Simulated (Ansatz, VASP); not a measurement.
**AlN: VASP beside Ansatz**

```
Al N
1.0
     3.08862    0.00000   -0.15443
    -1.54431    2.67482    0.07722
    -0.24718    0.00000    4.87783
Al N
2 2
Direct
  0.33887 0.66635 0.00072
  0.67252 0.33365 0.50072
  0.32894 0.66927 0.38428
  0.65967 0.33073 0.88428
```

Change from the starting cell: engineering shear strain xz -0.1000, normal strain along z -0.0133.

Alike in both runs: functional LDA; k mesh 9 × 9 × 6; occupations gaussian, width 0.05 eV; no spin polarisation.

Ansatz relaxed the structure, and its values are those at the end. VASP's run is a single point on that final structure, the one shown.

|  | VASP | Ansatz |
| --- | --- | --- |
| version | VASP 6.6.1 | Ansatz 0.2.0 |
| potentials or method | VASP PAW LDA potentials, release 64 (Al, N) | scalar-relativistic, plane waves, PAW |
| plane-wave cutoff (eV) | 520 | 520 |
| valence electrons in the cell | 16 | 16 |

|  | VASP | Ansatz | Ansatz less VASP |
| --- | --- | --- | --- |
| gap on the k mesh at the Fermi level (eV) | 4.14 | 4.13 | -0.007 |
| least direct gap on the mesh (eV) | 4.14 | 4.13 | -0.007 |
| pressure (GPa) | 3.6 | 2.9 | -0.69 |
| rms of the force components (eV/Å) | 0.009 | 0.003 | -0.0058 |

Ansatz warned: «pseudo_functional_mismatch».

Caveats: an odd mesh through Γ misses points on the zone boundary, where band edges often lie.
